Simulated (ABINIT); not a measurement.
WS2:

```
CELL_PARAMETERS angstrom
1.57900 0.91164 6.16333
-1.57900 0.91164 6.16333
0.00000 -1.82327 6.16333
ATOMIC_POSITIONS crystal
W 0.00000 0.00000 0.00000
S 0.58100 0.58100 0.58100
S 0.75030 0.75030 0.75030
```

Measurements of this composition are mostly on another form, of space group No. 194.

Base run:

| Item | Value |
| --- | --- |
| Program | ABINIT 10.8.3 (patched build) |
| Functional | SCAN |
| Potentials or basis | JTH PAW PBE v2.0 |
| Cutoff | 653 eV |
| k mesh | 10 × 10 × 10 |
| Occupations | fermi-dirac, width 0.05 eV |
| Spin | no spin polarisation |

Its results: band gap on the k mesh 1.19 eV, indirect (least direct gap 2.34 eV); pressure 0.8 GPa; largest force 0.597 eV/Å.

Task: The run is repeated on the same cell with these changes: functional from SCAN to RPBE. What comes out?

Result: Band gap on the k mesh 1.11 eV, indirect (least direct gap 2.24 eV); pressure 7.3 GPa; largest force 0.620 eV/Å.

Caveats: the PAW data sets were made with another functional, which shifts forces and pressure a little; spin-orbit coupling is left out, which moves the levels of the heavy elements.

A k mesh can miss the band edges.
